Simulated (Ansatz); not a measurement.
Ca: a run of Ansatz with trial settings.

```yaml
crystal:
  lattice:
    - [0.0, 2.7884079385, 2.7884079385]
    - [2.7884079385, 0.0, 2.7884079385]
    - [2.7884079385, 2.7884079385, 0.0]
  atoms:
    - { symbol: Ca, position: [0.0, 0.0, 0.0] }
basis:
  ecutwfc: "33 Ry"
  ecutrho_ratio: 3
kpoints:
  mp_grid: { kspacing: 1.4 }
hamiltonian:
  xc: pbesol
scf:
  occupations: { method: gaussian, width: 0.1 }
  lower_state_search: standard
  mixing: { ndim: 20 }
  max_iter: 52
output:
  forces: true
  stress: true
  eigenvalues: true
```

Command:

```bash
ansatz run input.yaml --threads 1 --pin off --max-ram 1331MiB --backend cpu --events-out ev --progress --plain --runs-dir out
```

From the log (HF is the Harris–Foulkes energy, dr2 the density residual in eV):

```text
Warning: basis.ecutrho_ratio = 3 (ecutrho = 1346.9636 eV) is below the records' recommended 1680 eV
Pseudopotential: Ca, paw, valence charge 10, recommended cutoff 420 eV (normal)
Crystal: 1 atom, lattice volume = 43.361 Å³
Basis set: ecut = 448.9878 eV, 941 PW (Γ), exchange–correlation on 60×60×60 points (8 copies of the dense FFT grid, shifted against one another)
Bands: 9, of which v1, the nominal top of the filled ones, is band 5 counted from 1 (4 counted from 0)
Symmetry: 48 space group operations
Space group: Fm-3m (ITA 225), of the structure as read, at distance tolerance 3.5e-5 Å
k-points: 3 of 8
PAW frozen core: Ca, regenerated for the run's functional, and the local potential with it (the file was generated under x = pbe(κ = 0.804, μ = 0.2195), c = pbe(β = 0.0667))
Initial density: superposition of atomic densities, corrected by the library's trained network
SCF iter   1: HF=-1793.365802 eV  Δρ=8.48e-3  dr2=5.65e-2
SCF iter   2: HF=-1793.350253 eV  Δρ=4.18e-3  dr2=6.46e-3
SCF iter   3: HF=-1793.349388 eV  Δρ=9.17e-4  dr2=4.24e-4
SCF iter   4: HF=-1793.349386 eV  Δρ=1.83e-4  dr2=4.05e-6
SCF iter   5: HF=-1793.349392 eV  Δρ=8.63e-6  dr2=2.14e-8
SCF iter   6: F=-1793.349392 eV  HF=-1793.349392 eV  Δρ=8.00e-7  dr2=8.21e-11
SCF 1 converged in 6 iterations: F = -1793.349392 eV  dr2 = 8.21e-11
SCF converged after 6 iterations
Free energy (F): -1793.349392 eV
E sigma→0 (E₀):  -1793.340565 eV
Entropy (-TS):   -0.017654 eV (-17.654 meV/atom)
Fermi energy:    4.442782 eV
--- Forces (eV/Å), atoms counted from 1 ---
  atom   1  Ca     0.00000000     0.00000000    -0.00000000
--- Stress (GPa, compression-positive) ---
       -3.988436       0.000000      -0.000000
        0.000000      -3.988436      -0.000000
       -0.000000      -0.000000      -3.988436
  P = ⅓ Tr σ = -3.9884 GPa (-39.884 kbar)
```

Settings here are deliberately varied, not converged.